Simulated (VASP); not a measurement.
# W2C3 (P6_3/mmc) in VASP: a series of runs

Runs on W2C3. Level: PBE. Tasks: relaxation of cell and atoms.

Everything below comes from runs of VASP 6.6.1. Logs are shortened: lines on timing, memory, paths and dates and some standing lists are left out, and cuts for length are marked.

## (1) The structure

It takes space group P6_3/mmc (No. 194, hexagonal). The conventional cell has a = 2.844 Å, b = 2.844 Å, c = 13.867 Å, α = 90.00°, β = 90.00°, γ = 120.00°. W (site symmetry 3m) is surrounded by 7 C at 2.19 to 2.45 Å. C (site symmetry -6m2) is surrounded by 6 W at 2.19 Å. C (site symmetry 3m) has 3 C at 1.69 Å as nearest neighbours.

The cell was built by a generator and needn't be a form met in nature.

## (2) Relaxation of cell and atoms, PBE

Contents of INCAR:

```
SYSTEM = W2C3
ALGO     = Normal         ! electronic algorithm
EDIFF    = 1E-6           ! SCF threshold, eV
EDIFFG   = -0.01          ! ionic threshold
ENCUT    = 520            ! plane-wave cutoff, eV
GGA      = PE             ! functional
IBRION   = 2              ! ionic algorithm
ISIF     = 3              ! what is computed and relaxed
ISMEAR   = 0              ! smearing method
KPAR     = 4            
LASPH    = .True.         ! aspherical terms in the spheres
LCHARG   = .False.        ! write CHGCAR
LREAL    = .False.        ! projectors in reciprocal space
LWAVE    = .False.        ! write WAVECAR
NELM     = 120            ! most SCF steps
NSW      = 90             ! ionic steps
PREC     = Accurate       ! precision mode
SIGMA    = 0.1            ! smearing width, eV
```

Contents of KPOINTS:

```
k-points
0
Gamma
  12 12 2
  0 0 0
```

Contents of POSCAR:

```
W2C3
1.0
    2.8440102800      0.0000000000      0.0000000000
   -1.4220051400      2.4629851600      0.0000000000
    0.0000000000      0.0000000000     13.8670000000
W C
4 6
Direct
    0.3333333300      0.6666666700      0.1450926700
    0.6666666700      0.3333333300      0.6450926700
    0.3333333300      0.6666666700      0.3549073300
    0.6666666700      0.3333333300      0.8549073300
    0.0000000000      0.0000000000      0.2500000000
    0.0000000000      0.0000000000      0.7500000000
    0.3333333300      0.6666666700      0.9856493800
    0.6666666700      0.3333333300      0.4856493800
    0.3333333300      0.6666666700      0.5143506200
    0.6666666700      0.3333333300      0.0143506200
```

Potentials or basis: VASP PAW PBE potentials, release 64 (W_sv, C).

Command:

```sh
$ cat potpaw_PBE.64/W_sv/POTCAR potpaw_PBE.64/C/POTCAR > POTCAR
$ mpirun -np 4 vasp_std > vasp.out
```

OUTCAR:

```text
SYSTEM = W2C3
   EDIFF = 1E-6
   EDIFFG = -0.01
   ENCUT = 520
   GGA = PE
   IBRION = 2
   ISIF = 3
   ISMEAR = 0
   LASPH = .True.
   LREAL = .False.
   NELM = 120
   NSW = 90
   PREC = Accurate

 ion  position               nearest neighbor table
   1  0.333  0.667  0.145-   5 2.19   5 2.19   5 2.19   7 2.21  10 2.45  10 2.45  10 2.45   3 2.91

   2  0.667  0.333  0.645-   6 2.19   6 2.19   6 2.19   8 2.21   9 2.45   9 2.45   9 2.45   4 2.91

   3  0.333  0.667  0.355-   5 2.19   5 2.19   5 2.19   9 2.21   8 2.45   8 2.45   8 2.45   1 2.91

   4  0.667  0.333  0.855-   6 2.19   6 2.19   6 2.19  10 2.21   7 2.45   7 2.45   7 2.45   2 2.91

   5  0.000  0.000  0.250-   1 2.19   3 2.19   1 2.19   3 2.19   1 2.19   3 2.19
   6  0.000  0.000  0.750-   2 2.19   4 2.19   2 2.19   4 2.19   2 2.19   4 2.19
   7  0.333  0.667  0.986-  10 1.69  10 1.69  10 1.69   1 2.21   4 2.45   4 2.45   4 2.45
   8  0.667  0.333  0.486-   9 1.69   9 1.69   9 1.69   2 2.21   3 2.45   3 2.45   3 2.45
   9  0.333  0.667  0.514-   8 1.69   8 1.69   8 1.69   3 2.21   2 2.45   2 2.45   2 2.45
  10  0.667  0.333  0.014-   7 1.69   7 1.69   7 1.69   4 2.21   1 2.45   1 2.45   1 2.45

  LATTYP: Found a hexagonal cell.
 ALAT       =     2.8440102800
 C/A-ratio  =     4.8758614192

  Lattice vectors:

 A1 = (   2.8440102800,   0.0000000000,   0.0000000000)
 A2 = (  -1.4220051400,   2.4629851600,   0.0000000000)
 A3 = (   0.0000000000,   0.0000000000,  13.8670000000)

Analysis of symmetry for initial positions (statically):
=====================================================================
 Subroutine PRICEL returns:
 Original cell was already a primitive cell.

 Routine SETGRP: Setting up the symmetry group for a
 hexagonal supercell.

 Subroutine GETGRP returns: Found 24 space group operations
 (whereof 12 operations were pure point group operations)
 out of a pool of 24 trial point group operations.

The static configuration has the point symmetry D_3d.
 The point group associated with its full space group is D_6h.

Analysis of symmetry for dynamics (positions and initial velocities):
=====================================================================
 Subroutine PRICEL returns:
 Original cell was already a primitive cell.

 Routine SETGRP: Setting up the symmetry group for a
 hexagonal supercell.

 Subroutine GETGRP returns: Found 24 space group operations
 (whereof 12 operations were pure point group operations)
 out of a pool of 24 trial point group operations.

The dynamic configuration has the point symmetry D_3d.
 The point group associated with its full space group is D_6h.

 Subroutine INISYM returns: Found 24 space group operations
 (whereof 12 operations are pure point group operations),
 and found     1 'primitive' translations

----------------------------------------------------------------------------------------

                                     Primitive cell

  volume of cell :      97.1349

  direct lattice vectors                    reciprocal lattice vectors
     2.844010280  0.000000000  0.000000000     0.351616169  0.203005689  0.000000000
    -1.422005140  2.462985160  0.000000000     0.000000000  0.406011378  0.000000000
     0.000000000  0.000000000 13.867000000     0.000000000  0.000000000  0.072113651

  length of vectors
     2.844010280  2.844010288 13.867000000     0.406011380  0.406011378  0.072113651

  position of ions in fractional coordinates (direct lattice)
     0.333333330  0.666666670  0.145092670
     0.666666670  0.333333330  0.645092670
     0.333333330  0.666666670  0.354907330
     0.666666670  0.333333330  0.854907330
     0.000000000  0.000000000  0.250000000
     0.000000000  0.000000000  0.750000000
     0.333333330  0.666666670  0.985649380
     0.666666670  0.333333330  0.485649380
     0.333333330  0.666666670  0.514350620
     0.666666670  0.333333330  0.014350620

  ion indices of the primitive-cell ions
   primitive index   ion index
                 1           1
                 2           2
                 3           3
                 4           4
                 5           5
                 6           6
                 7           7
                 8           8
                 9           9
                10          10

----------------------------------------------------------------------------------------

 KPOINTS: k-points

Automatic generation of k-mesh.
 Grid dimensions read from file:
 generate k-points for:   12   12    2

 Generating k-lattice:

  Cartesian coordinates                     Fractional coordinates (reciprocal lattice)
     0.029301347  0.016917141  0.000000000     0.083333333  0.000000000  0.000000000
     0.000000000  0.033834282  0.000000000     0.000000000  0.083333333  0.000000000
     0.000000000  0.000000000  0.036056826     0.000000000  0.000000000  0.500000000

  Length of vectors
     0.033834282  0.033834282  0.036056826

  Shift w.r.t. Gamma in fractional coordinates (k-lattice)
     0.000000000  0.000000000  0.000000000

 Subroutine IBZKPT returns following result:
 ===========================================

 Found     38 irreducible k-points:

 Following reciprocal coordinates:
            Coordinates               Weight
  0.000000  0.000000  0.000000      1.000000
  0.083333  0.000000  0.000000      6.000000
  0.166667  0.000000  0.000000      6.000000
  0.250000  0.000000  0.000000      6.000000
  0.333333  0.000000  0.000000      6.000000
  0.416667  0.000000  0.000000      6.000000
[... 16 lines left out ...]
  0.250000  0.000000  0.500000      6.000000
  0.333333  0.000000  0.500000      6.000000
 [... further k-points ...]
   k-points           NKPTS =     38   k-points in BZ     NKDIM =     38   number of bands    NBANDS=     48
   number of dos      NEDOS =    301   number of ions     NIONS =     10
   total plane-waves  NPLWV =  62208
   dimension x,y,z NGX =    24 NGY =   24 NGZ =  108
   dimension x,y,z NGXF=    48 NGYF=   48 NGZF=  216
   ions per type =               4   6
   NGX,Y,Z   is equivalent  to a cutoff of  14.03, 14.03, 12.95 a.u.
   NGXF,Y,Z  is equivalent  to a cutoff of  28.06, 28.06, 25.90 a.u.
 SYSTEM =  W2C3
   PREC   = accura    normal or accurate (medium, high low for compatibility)
   ISTART =      0    job   : 0-new  1-cont  2-samecut
   ICHARG =      2    charge: 1-file 2-atom 10-const
   ISPIN  =      1    spin polarized calculation?
   LNONCOLLINEAR =      F non collinear calculations
   LSORBIT =      F    spin-orbit coupling
   LASPH  =      T    aspherical Exc in radial PAW
   ENCUT  =  520.0 eV  38.22 Ry    6.18 a.u.   5.29  5.29 25.78*2*pi/ulx,y,z
   NELM   =    120;   NELMIN=  2; NELMDL= -5     # of ELM steps
   EDIFF  = 0.1E-05   stopping-criterion for ELM
   LREAL  =      F    real-space projection
   EDIFFG = -.1E-01   stopping-criterion for IOM
   NSW    =     90    number of steps for IOM
   IBRION =      2    ionic relax: 0-MD 1-quasi-New 2-CG
   NFREE  =      1    steps in history (QN), initial steepest desc. (CG)
   ISIF   =      3    stress and relaxation
   ISYM   =      2    0-nonsym 1-usesym 2-fastsym
   POTIM  = 0.5000    time-step for ionic-motion
   TEBEG  =    0.0;   TEEND  =   0.0 temperature during run
   PSTRESS=    0.0 pullay stress
   NELECT =      80.0000    total number of electrons
   NUPDOWN=      -1.0000    fix difference up-down
   EMIN   =  10.00;   EMAX   =-10.00  energy-range for DOS
   EFERMI =   0.00;   METHOD = LEGACY
   ISMEAR =     0;   SIGMA  =   0.10  broadening in eV -4-tet -1-fermi 0-gaus
   EFERMI_NEDOS =   21; number of points for ismear=-14 and -15
   IALGO  =     38    algorithm
   IMIX   =      4    mixing-type and parameters
     AMIX     =   0.40;   BMIX     =  1.00
     AMIX_MAG =   1.60;   BMIX_MAG =  1.00
  volume/ion in A,a.u.               =       9.71        65.55
  Fermi-wavevector in a.u.,A,eV,Ry     =   1.534545  2.899870 32.039391  2.354829
  Thomas-Fermi vector in A             =   2.641458
   LORBIT       =      0    0 simple, 1 ext, 2 COOP (PROOUT), +10 PAW based schemes
   GGA     = PE    functional components
   LHFCALC =     F    Hartree Fock is set to
   AEXX    =    0.0000 exact exchange contribution
   IVDW    =     0    specifies the selected vdW correction
   LEPSILON=     F    determine dielectric tensor
   LRPA    =     F    only Hartree local field effects (RPA)
 conjugate gradient relaxation of ions
 non-spin polarized calculation
 Gauss-broadening in eV      SIGMA  =   0.10
  energy-cutoff  :      520.00
  volume of cell :       97.13
 maximum number of plane-waves:      2642
 NGX is ok and might be reduce to    24
   NGX = 11   NGY = 11   NGZ = 51

--------------------------------------- Ionic step        1  -------------------------------------------

 number of electron      79.9999998 magnetization

 Free energy of the ion-electron system (eV)
  ---------------------------------------------------
  ext. energy  EPLUGINS =         0.00000000
  ---------------------------------------------------
  free energy    TOTEN  =      -100.18740792 eV

  energy without entropy =     -100.16487024  energy(sigma->0) =     -100.17613908

------------------------ aborting loop because EDIFF is reached ----------------------------------------

  FORCE on cell =-STRESS in cart. coord.  units (eV):
  Direction    XX          YY          ZZ          XY          YZ          ZX
  --------------------------------------------------------------------------------------
  -------------------------------------------------------------------------------------
  Total       -7.1248191     -7.1248191     -0.4743551      0.0000000     -0.0000000      0.0000000
  in kB     -117.5192334   -117.5192342     -7.8241772      0.0000000     -0.0000000      0.0000000
  external PRESSURE =     -80.9542149 kB  Pullay stress =       0.0000000 kB
[... 113 lines left out ...]
  FREE ENERGIE OF THE ION-ELECTRON SYSTEM (eV)
  ---------------------------------------------------
  free  energy   TOTEN  =      -100.3393281728 eV

  energy  without entropy=     -100.3190586326  energy(sigma->0) =     -100.32919340

[... ionic steps 4 to 9 ...]

--------------------------------------- Ionic step       10  -------------------------------------------

 number of electron      79.9999988 magnetization

------------------------ aborting loop because EDIFF is reached ----------------------------------------

  FORCE on cell =-STRESS in cart. coord.  units (eV):
  Direction    XX          YY          ZZ          XY          YZ          ZX
  --------------------------------------------------------------------------------------
  -------------------------------------------------------------------------------------
  Total       -0.2566141     -0.2566141     -0.6970145      0.0000000     -0.0000000      0.0000000
  in kB       -4.3060301     -4.3060302    -11.6960255      0.0000000     -0.0000000      0.0000000
  external PRESSURE =      -6.7693619 kB  Pullay stress =       0.0000000 kB
[... 73 lines left out ...]
  energy  without entropy=     -100.3818305045  energy(sigma->0) =     -100.39383560

--------------------------------------- Ionic step       12  -------------------------------------------

 number of electron      79.9999989 magnetization

 Free energy of the ion-electron system (eV)
  ---------------------------------------------------
  ext. energy  EPLUGINS =         0.00000000
  ---------------------------------------------------
  free energy    TOTEN  =      -100.40593713 eV

  energy without entropy =     -100.38190907  energy(sigma->0) =     -100.39392310

 E-fermi :  12.2071     XC(G=0): -13.6899

 val. band max:       12.1640954440   @ k =   0.3333   0.1667   0.5000
 cond. band min:      12.2172900009   @ k =   0.3333   0.2500   0.5000
 fundamental gap:      0.0531945569
 Fermi energy:        12.2071093429

 k-point     1 :       0.0000    0.0000    0.0000
  band No.  band energies     occupation
      1     -62.4361      2.00000
      2     -62.4361      2.00000
      3     -62.4201      2.00000
      4     -62.4201      2.00000
      5     -27.1847      2.00000
      6     -27.1717      2.00000
[... 1213 lines left out ...]
     47      14.7667      0.00000
     48      14.7667      0.00000

 [... further k-points ...]

------------------------ aborting loop because EDIFF is reached ----------------------------------------

  FORCE on cell =-STRESS in cart. coord.  units (eV):
  Direction    XX          YY          ZZ          XY          YZ          ZX
  --------------------------------------------------------------------------------------
  -------------------------------------------------------------------------------------
  Total       -0.0284601     -0.0284601      0.0015948      0.0000000      0.0000000      0.0000000
  in kB       -0.4784532     -0.4784532      0.0268101      0.0000000      0.0000000      0.0000000
  external PRESSURE =      -0.3100321 kB  Pullay stress =       0.0000000 kB
[... 25 lines left out ...]
  FREE ENERGIE OF THE ION-ELECTRON SYSTEM (eV)
  ---------------------------------------------------
  free  energy   TOTEN  =      -100.4059371301 eV

  energy  without entropy=     -100.3819090655  energy(sigma->0) =     -100.39392310

 reached required accuracy - stopping structural energy minimisation
```

Wall time 7.9 min (4 MPI ranks of Intel Xeon Platinum 8375C at 2.90GHz (Ice Lake), shared host); peak memory 0.32 GiB.

Results:

```yaml
Free_energy: -100.4059 eV
Relaxed_volume: 9.53 Å³/atom
Relaxed_cell: a = 2.778 Å, b = 2.778 Å, c = 14.257 Å, α = 90.00°, β = 90.00°, γ = 120.00°
Space_group_after_relaxing_to_0.05_Å: P6_3/mmc (No. 194)
Energy_gained_by_relaxing: 21.9 meV/atom
Ionic_steps: 12
Pressure_after_relaxing: 0.0 GPa
Largest_force_after_relaxing: 0.004 eV/Å
Band_gap_on_the_k_mesh: none (metal or under the smearing width)
```

Forces in eV/Å, atoms in the order of the input:
```
W    0.000  0.000  0.004
W    0.000  0.000  0.004
W    0.000  0.000 -0.004
W    0.000  0.000 -0.004
C    0.000  0.000  0.000
C    0.000  0.000  0.000
C    0.000  0.000  0.004
C    0.000  0.000  0.004
C    0.000  0.000 -0.004
C    0.000  0.000 -0.004
```

Step by step:
| step | energy change (eV) | largest force (eV/Å) | pressure (GPa) | volume (Å³) |
| --- | --- | --- | --- | --- |
| 1 | 0.0000 | 0.6219 | -8.10 | 97.13 |
| 2 | 0.0670 | 0.4526 | 19.96 | 90.36 |
| 3 | -0.1519 | 0.3104 | 3.51 | 93.95 |
| 4 | -0.1938 | 0.3339 | -0.85 | 95.01 |
| 5 | -0.2010 | 0.1798 | 0.25 | 94.71 |
| 6 | -0.2082 | 0.1278 | -0.13 | 94.94 |
| 7 | -0.2110 | 0.1041 | -0.52 | 95.23 |
| 8 | -0.2156 | 0.0698 | 0.05 | 95.14 |
| 9 | -0.2178 | 0.0236 | 0.87 | 95.03 |
| 10 | -0.2178 | 0.0789 | -0.68 | 95.48 |
| 11 | -0.2184 | 0.0275 | 0.07 | 95.25 |
| 12 | -0.2185 | 0.0043 | -0.03 | 95.30 |

Final structure:
```xyz
10
Lattice="2.7783 0.0000 0.0000 -1.3891 2.4060 0.0000 0.0000 0.0000 14.2572" Properties=species:S:1:pos:R:3 pbc="T T T"
W     0.0000    1.6040    2.1152
W     1.3891    0.8020    9.2438
W     0.0000    1.6040    5.0134
W     1.3891    0.8020   12.1420
C     0.0000    0.0000    3.5643
C    -1.3891    2.4060   10.6929
C     0.0000    1.6040   14.0523
C     1.3891    0.8020    6.9237
C     0.0000    1.6040    7.3335
C     1.3891    0.8020    0.2049
```

Levels at points of the mesh, in eV from the Fermi level:
```
           k point  band 37  band 38  band 39  band 40  band 41  band 42  band 43  band 44
(0.00, 0.00, 0.00)    -1.20    -1.20    -0.67    -0.62     0.02     0.02     0.28     0.28
(0.50, 0.00, 0.00)    -3.30    -2.74     0.64     0.99     1.21     1.74     2.11     2.39
(0.00, 0.00, 0.50)    -1.35    -1.35    -0.67    -0.67     0.14     0.14     0.14     0.14
(0.50, 0.00, 0.50)    -3.01    -3.01     1.12     1.12     1.29     1.29     1.92     1.92
```

(Continued in part 2 of 2.)
